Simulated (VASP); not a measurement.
# Vibrations of TePb: a test of the settings, part 2 of 2

How far do the zone-centre frequencies of TePb depend on the numerical settings? The starting structure is a measured crystal structure from the Crystallography Open Database.

VASP 6.6.1.

Results so far: reference T1u 43.9 cm⁻¹.

### 3. Modes with a 5×5×5 mesh

Level of this step: LDA; plane waves and PAW (Pb_d, Te) (VASP).

Against step 2 the input has a 5×5×5 mesh.

The input, INCAR:

```
SYSTEM = TePb
PREC = Accurate
ENCUT = 450
EDIFF = 1E-08
NELM = 100
ISMEAR = 0
SIGMA = 0.03
LREAL = .FALSE.
ALGO = Normal
GGA = CA
NBANDS = 16
LORBIT = 11
LWAVE = .FALSE.
LCHARG = .FALSE.
KPAR = 4
IBRION = 8
LEPSILON = .TRUE.
ISIF = 2
```

The input, POSCAR:

```
TePb
1.0
    0.0000000000      3.1926883479      3.1926883479
    3.1926883479      0.0000000000      3.1926883479
    3.1926883479      3.1926883479      0.0000000000
Pb Te
1 1
Direct
    0.0000000000      0.0000000000      0.0000000000
    0.5000000000      0.5000000000      0.5000000000
```

The input, KPOINTS:

```
Automatic mesh
0
Gamma
5 5 5
0 0 0
```

PAW data sets: Pb_d and Te (LDA family, release 64).

Launch:

```sh
$ mpirun -np 4 vasp_std
```

The log of the run:

```text
[... set-up lines as in an earlier step ...]
 entering main loop
       N       E                     dE             d eps       ncg     rms          rms(c)
DAV:   1     0.141127313874E+03    0.14113E+03   -0.84590E+03   320   0.106E+03
DAV:   2     0.182457303989E+00   -0.14094E+03   -0.13814E+03   336   0.295E+02
DAV:   3    -0.866178592524E+01   -0.88442E+01   -0.88239E+01   432   0.806E+01
DAV:   4    -0.888313584240E+01   -0.22135E+00   -0.22132E+00   376   0.149E+01
[...]
DAV:  13    -0.877749094756E+01    0.18639E-07   -0.28646E-08   392   0.142E-03    0.246E-03
DAV:  14    -0.877749093753E+01    0.10037E-07   -0.55332E-08   416   0.221E-03    0.487E-04
DAV:  15    -0.877749093800E+01   -0.47521E-09   -0.37571E-09   216   0.360E-04
   1 F= -.87774909E+01 E0= -.87774909E+01  d E =-.105417E-24
 Linear response reoptimize wavefunctions to high precision
DAV:   1    -0.877749093788E+01    0.11801E-09   -0.49924E-10   192   0.287E-04
DAV:   2    -0.877749093784E+01    0.48885E-10   -0.78885E-11   208   0.749E-05
 Linear response G [H, r] |phi>, progress :
  Direction:   1
[...]
RMM:  22    -0.337029378891E+00    0.67946E-08    0.47052E-08   479   0.432E-04    0.339E-07
 first order change of Fermi-energy  -0.22240E+00
 force on displaced ion       1 direction 1 :  -0.268   0.000   0.000
 Born effective charge ion    1 direction 1 :   5.727   0.000   0.000
 Linear response progress:
  Degree of freedom:   2/  2
       N       E                     dE             d eps       ncg     rms          rms(c)
RMM:   1    -0.507063695548E-01   -0.50706E-01    0.43434E-02  1184   0.931E-01
RMM:   2    -0.491480868725E-01    0.15583E-02   -0.53603E-04  1004   0.315E-01    0.550E-02
RMM:   3    -0.496399710877E-01   -0.49188E-03   -0.89747E-04  1094   0.141E-01    0.508E-02
RMM:   4    -0.497867817874E-01   -0.14681E-03   -0.40779E-05  1018   0.432E-02    0.260E-02
[...]
RMM:  18    -0.499143987024E-01   -0.55882E-09    0.23092E-06   439   0.694E-05    0.175E-07
RMM:  19    -0.499144000705E-01   -0.13681E-08    0.22921E-06   363   0.692E-05    0.149E-07
RMM:  20    -0.499143999672E-01    0.10330E-09    0.23085E-06   351   0.693E-05    0.850E-08
 first order change of Fermi-energy   0.21953E+00
 force on displaced ion       2 direction 1 :  -0.257   0.000   0.000
 Born effective charge ion    2 direction 1 :  -5.627   0.000   0.000
 Born effective charges drift removed
 Linear response finished
```

Elapsed: 30 s, on 4 MPI ranks of Intel Xeon 6975P-C (Granite Rapids), shared host; peak memory 0.84 GiB.

From OUTCAR (step 3):

```text
  Total       -0.0066602     -0.0066602     -0.0066602      0.0000000      0.0000000      0.0000000
  in kB       -0.1639451     -0.1639451     -0.1639451      0.0000000      0.0000000      0.0000000
  external PRESSURE =      -0.1639451 kB  Pullay stress =       0.0000000 kB

 POSITION                                       TOTAL-FORCE (eV/Angst)
 -----------------------------------------------------------------------------------
      0.00000      0.00000      0.00000        -0.000000      0.000000     -0.000000
      3.19269      3.19269      3.19269         0.000000      0.000000      0.000000
 -----------------------------------------------------------------------------------
    total drift:                                0.000000     -0.000000     -0.000000

 MACROSCOPIC STATIC DIELECTRIC TENSOR (including local field effects in DFT)
 ------------------------------------------------------
          32.765192    -0.000000     0.000000
          -0.000000    32.765192     0.000000
          -0.000000     0.000000    32.765192
 ------------------------------------------------------

 MACROSCOPIC STATIC DIELECTRIC TENSOR IONIC CONTRIBUTION
 ------------------------------------------------------
         341.324969     0.000000     0.000000
           0.000000   341.324969     0.000000
           0.000000     0.000000   341.324969
 ------------------------------------------------------

[... 1 part as in an earlier step ...]

[... 1 further part left out ...]
```

With a 5×5×5 mesh the mode is T1u 30.0 cm⁻¹, -13.9 cm⁻¹ from the reference.

### 4. Modes with a cutoff of 240 eV

Against step 2 the input has ENCUT = 240.

INCAR, as its differences from that of step 3:

```diff
@@ -2,3 +2,3 @@
 PREC = Accurate
-ENCUT = 450
+ENCUT = 240
 EDIFF = 1E-08
```

POSCAR is that of step 3.

The input, KPOINTS:

```
Automatic mesh
0
Gamma
8 8 8
0 0 0
```

Launch:

```sh
$ mpirun -np 4 vasp_std
```

The log of the run:

```text
[... set-up lines as in an earlier step ...]
 entering main loop
       N       E                     dE             d eps       ncg     rms          rms(c)
DAV:   1     0.107221541713E+03    0.10722E+03   -0.62123E+03   992   0.650E+02
DAV:   2    -0.368149488141E+01   -0.11090E+03   -0.10871E+03  1120   0.233E+02
DAV:   3    -0.880414200096E+01   -0.51226E+01   -0.51173E+01  1144   0.531E+01
DAV:   4    -0.888670189153E+01   -0.82560E-01   -0.82556E-01  1360   0.833E+00
[...]
DAV:  13    -0.877087055276E+01    0.20334E-07   -0.31659E-08  1176   0.197E-03    0.337E-03
DAV:  14    -0.877087053403E+01    0.18728E-07   -0.69234E-08  1208   0.208E-03    0.158E-04
DAV:  15    -0.877087053424E+01   -0.20623E-09   -0.63811E-09   736   0.423E-04
   1 F= -.87708705E+01 E0= -.87708705E+01  d E =-.236820E-18
 Linear response reoptimize wavefunctions to high precision
DAV:   1    -0.877087053415E+01    0.85038E-10   -0.42721E-10   728   0.210E-04
 Linear response G [H, r] |phi>, progress :
  Direction:   1
       N       E                     dE             d eps       ncg     rms
[...]
RMM:  13    -0.332546498495E+00   -0.78210E-08   -0.88201E-09  2988   0.385E-05    0.998E-07
 first order change of Fermi-energy  -0.35376E-01
 force on displaced ion       1 direction 1 :  -0.513   0.000   0.000
 Born effective charge ion    1 direction 1 :   5.897   0.000   0.000
 Linear response progress:
  Degree of freedom:   2/  2
       N       E                     dE             d eps       ncg     rms          rms(c)
RMM:   1    -0.501697128666E-01   -0.50170E-01    0.46688E-02  3907   0.881E-01
RMM:   2    -0.490201841072E-01    0.11495E-02   -0.15072E-03  3344   0.263E-01    0.569E-02
RMM:   3    -0.493352161551E-01   -0.31503E-03   -0.49015E-04  3403   0.100E-01    0.398E-02
RMM:   4    -0.495388207526E-01   -0.20360E-03   -0.51186E-05  3350   0.424E-02    0.145E-02
[...]
RMM:   9    -0.495847194907E-01    0.53024E-06   -0.64163E-10  3508   0.208E-04    0.898E-05
RMM:  10    -0.495846620836E-01    0.57407E-07    0.37860E-10  3411   0.688E-05    0.169E-05
RMM:  11    -0.495846608943E-01    0.11893E-08   -0.23013E-09  3351   0.285E-05    0.161E-06
 first order change of Fermi-energy   0.35462E-01
 force on displaced ion       2 direction 1 :  -0.556   0.000   0.000
 Born effective charge ion    2 direction 1 :  -5.951   0.000   0.000
 Born effective charges drift removed
 Linear response finished
```

It took 22 s on 4 MPI ranks; peak memory 0.68 GiB; 84 s of CPU time.

Parts of OUTCAR (step 4):

```text
  Total       -0.1665985     -0.1665985     -0.1665985      0.0000000     -0.0000000      0.0000000
  in kB       -4.1009281     -4.1009281     -4.1009281      0.0000000     -0.0000000      0.0000000
  external PRESSURE =      -4.1009281 kB  Pullay stress =       0.0000000 kB

 POSITION                                       TOTAL-FORCE (eV/Angst)
 -----------------------------------------------------------------------------------
      0.00000      0.00000      0.00000        -0.000000     -0.000000      0.000000
      3.19269      3.19269      3.19269         0.000000      0.000000     -0.000000
 -----------------------------------------------------------------------------------
    total drift:                                0.000000     -0.000000     -0.000000

 MACROSCOPIC STATIC DIELECTRIC TENSOR (including local field effects in DFT)
 ------------------------------------------------------
          35.315708    -0.000000    -0.000000
          -0.000000    35.315708    -0.000000
          -0.000000     0.000000    35.315708
 ------------------------------------------------------

 MACROSCOPIC STATIC DIELECTRIC TENSOR IONIC CONTRIBUTION
 ------------------------------------------------------
         182.259272     0.000000     0.000000
           0.000000   182.259272     0.000000
           0.000000     0.000000   182.259272
 ------------------------------------------------------

[... 1 part as in an earlier step ...]

[... 1 further part left out ...]
```

With a cutoff of 240 eV the mode is T1u 43.1 cm⁻¹, -0.8 cm⁻¹ from the reference.

### 5. Modes with a 12×12×12 mesh

Against step 2 the input has a 12×12×12 mesh.

INCAR, as its differences from that of step 4:

```diff
@@ -2,3 +2,3 @@
 PREC = Accurate
-ENCUT = 240
+ENCUT = 450
 EDIFF = 1E-08
```

POSCAR is that of step 4.

The input, KPOINTS:

```
Automatic mesh
0
Gamma
12 12 12
0 0 0
```

Launch:

```sh
$ mpirun -np 4 vasp_std
```

The log of the run:

```text
[... set-up lines as in an earlier step ...]
 entering main loop
       N       E                     dE             d eps       ncg     rms          rms(c)
DAV:   1     0.144053275964E+03    0.14405E+03   -0.84860E+03  2304   0.109E+03
DAV:   2     0.520350663602E+00   -0.14353E+03   -0.13996E+03  2488   0.294E+02
DAV:   3    -0.865748784634E+01   -0.91778E+01   -0.91540E+01  3040   0.807E+01
DAV:   4    -0.888441854966E+01   -0.22693E+00   -0.22689E+00  2968   0.151E+01
[...]
DAV:  13    -0.877540660022E+01    0.23178E-07   -0.30110E-08  2776   0.148E-03    0.308E-03
DAV:  14    -0.877540658626E+01    0.13959E-07   -0.68429E-08  3000   0.240E-03    0.266E-04
DAV:  15    -0.877540658687E+01   -0.60913E-09   -0.50619E-09  1912   0.418E-04
   1 F= -.87754066E+01 E0= -.87754066E+01  d E =-.265930E-15
 Linear response reoptimize wavefunctions to high precision
DAV:   1    -0.877540658682E+01    0.53433E-10   -0.38566E-10  1760   0.234E-04
 Linear response G [H, r] |phi>, progress :
  Direction:   1
       N       E                     dE             d eps       ncg     rms
[...]
RMM:  11    -0.336906498720E+00    0.38611E-08   -0.94557E-10  9401   0.132E-04    0.402E-06
 first order change of Fermi-energy  -0.51545E-02
 force on displaced ion       1 direction 1 :  -0.673   0.000   0.000
 Born effective charge ion    1 direction 1 :   6.016   0.000   0.000
 Linear response progress:
  Degree of freedom:   2/  2
       N       E                     dE             d eps       ncg     rms          rms(c)
RMM:   1    -0.509874714644E-01   -0.50987E-01    0.40790E-02 10956   0.923E-01
RMM:   2    -0.491160688532E-01    0.18714E-02   -0.10015E-03  9282   0.315E-01    0.554E-02
RMM:   3    -0.495619324282E-01   -0.44586E-03   -0.85439E-04  9973   0.141E-01    0.502E-02
RMM:   4    -0.497107677570E-01   -0.14884E-03   -0.45859E-05  9437   0.454E-02    0.252E-02
[...]
RMM:  10    -0.498262371599E-01    0.37842E-06    0.66057E-10  9770   0.148E-04    0.497E-05
RMM:  11    -0.498263163088E-01   -0.79149E-07    0.39571E-09  9627   0.634E-05    0.264E-05
RMM:  12    -0.498263255742E-01   -0.92654E-08    0.11877E-09 10400   0.278E-05    0.400E-06
 first order change of Fermi-energy   0.53411E-02
 force on displaced ion       2 direction 1 :  -0.662   0.000   0.000
 Born effective charge ion    2 direction 1 :  -6.012   0.000   0.000
 Born effective charges drift removed
 Linear response finished
```

Wall time 1.8 min (4 MPI ranks); peak memory 2 GiB; 7.3 min of CPU time.

OUTCAR, selected parts (step 5):

```text
  Total       -0.0040436     -0.0040436     -0.0040436      0.0000000      0.0000000      0.0000000
  in kB       -0.0995351     -0.0995351     -0.0995351      0.0000000      0.0000000      0.0000000
  external PRESSURE =      -0.0995351 kB  Pullay stress =       0.0000000 kB

 MACROSCOPIC STATIC DIELECTRIC TENSOR (including local field effects in DFT)
 ------------------------------------------------------
          33.258043     0.000000    -0.000000
           0.000000    33.258043    -0.000000
           0.000000     0.000000    33.258043
 ------------------------------------------------------

 MACROSCOPIC STATIC DIELECTRIC TENSOR IONIC CONTRIBUTION
 ------------------------------------------------------
         150.586098     0.000000     0.000000
           0.000000   150.586098     0.000000
           0.000000     0.000000   150.586098
 ------------------------------------------------------

[... 2 parts as in an earlier step ...]

[... 1 further part left out ...]
```

With a 12×12×12 mesh the mode is T1u 47.9 cm⁻¹, +4.0 cm⁻¹ from the reference.

### 6. Modes with finite displacements

Against step 2 the input has IBRION = 6, NFREE = 2, POTIM = 0.015 and no LEPSILON (also changed: NSW).

INCAR, as its differences from that of step 5:

```diff
@@ -15,4 +15,6 @@
 KPAR = 4
-IBRION = 8
-LEPSILON = .TRUE.
+IBRION = 6
+NFREE = 2
+POTIM = 0.015
+NSW = 1
 ISIF = 2
```

POSCAR is that of step 5.

The input, KPOINTS:

```
Automatic mesh
0
Gamma
8 8 8
0 0 0
```

Launch:

```sh
$ mpirun -np 4 vasp_std
```

The log of the run:

```text
[... set-up lines as in an earlier step ...]
 entering main loop
       N       E                     dE             d eps       ncg     rms          rms(c)
[... 14 cycles as in an earlier step ...]
   1 F= -.87750874E+01 E0= -.87750874E+01  d E =-.907126E-16
[...]
2 F= -.87750246E+01 E0= -.87750246E+01  d E =-.815421E-16
[...]
3 F= -.87750246E+01 E0= -.87750246E+01  d E =-.613332E-16
[...]
4 F= -.87750245E+01 E0= -.87750245E+01  d E =-.632767E-16
[...]
5 F= -.87750245E+01 E0= -.87750245E+01  d E =-.825968E-16
 Finite differences progress:
  Degree of freedom:   2/  2
  Displacement:        2/  2
  Total:               4/  4
```

Wall time 15 s (4 MPI ranks); peak memory 0.87 GiB; 56 s of CPU time.

Parts of OUTCAR (step 6):

```text
  Total        0.0056406      0.0016629      0.0016629      0.0000000      0.0000000      0.0000000
  in kB        0.1388476      0.0409336      0.0409336      0.0000000      0.0000000      0.0000000
  external PRESSURE =       0.0735716 kB  Pullay stress =       0.0000000 kB

 POSITION                                       TOTAL-FORCE (eV/Angst)
 -----------------------------------------------------------------------------------
      0.00000      0.00000      0.00000        -0.008376      0.000000      0.000000
      3.17769      3.19269      3.19269         0.008376      0.000000      0.000000
 -----------------------------------------------------------------------------------
    total drift:                                0.000012     -0.000000     -0.000000

  FREE ENERGIE OF THE ION-ELECTRON SYSTEM (eV)
  ---------------------------------------------------
  free  energy   TOTEN  =        -8.7750244936 eV

  energy  without entropy=       -8.7750244936  energy(sigma->0) =       -8.77502449

[... 2 parts as in an earlier step ...]

[... 1 further part left out ...]
[key lines of the parts left out:]
E-fermi :   6.0558
```

The last energy, forces and stress in OUTCAR belong to the last displaced cell, not to that of POSCAR.

With finite displacements the mode is T1u 43.8 cm⁻¹, -0.1 cm⁻¹ from the reference.

### 7. The runs compared

| run | T1u | method | core minutes |
| --- | --- | --- | --- |
| reference | 43.9 | perturbation theory | 3.6 |
| a 5×5×5 mesh | 30.0 | perturbation theory | 2.0 |
| a cutoff of 240 eV | 43.1 | perturbation theory | 1.47 |
| a 12×12×12 mesh | 47.9 | perturbation theory | 7.33 |
| finite displacements | 43.8 | finite displacements | 0.973 |

Modes are in cm⁻¹, degenerate ones as one, matched between runs by symmetry and order. A number in brackets counts the listed modes of one symmetry from the lowest. The symmetry labels come from an automatic analysis and can be wrong where levels nearly coincide. Core minutes are wall time times ranks of the run shown, on a shared host.

### 8. Results

```yaml
t1u_reference: 43.9 cm⁻¹
t1u_a_5x5x5_mesh: 30.0 cm⁻¹
t1u_a_cutoff_of_240_ev: 43.1 cm⁻¹
t1u_a_12x12x12_mesh: 47.9 cm⁻¹
t1u_finite_displacements: 43.8 cm⁻¹
```

In words: The largest change comes with a 5×5×5 mesh: -13.9 cm⁻¹ in T1u. On finer settings the modes change by up to +4.0 cm⁻¹ in T1u with a 12×12×12 mesh. So the reference isn't converged for T1u. Other changes move the modes by more: -13.9 cm⁻¹ in T1u with a 5×5×5 mesh. The dielectric constants and Born charges in the logs aren't compared here; at a small gap they can be far off, and in a run without a gap they mean nothing. The frequencies are harmonic, and the splitting of polar modes by their long-range field is left out. Further runs on this material are not shown.

[Lines on the potential files, build, host, timing and source positions are cut from VASP's logs without a mark.]

[Logs are printed without paths, hosts, clocks, repeated set-up lines and the standing remarks that a program may print on its own settings, such as how far it seeks lower states.]

[Hosts, paths, dates, database ids (printed as entryN), source tags and the programs' standing remarks are cut or masked in the printed files.]
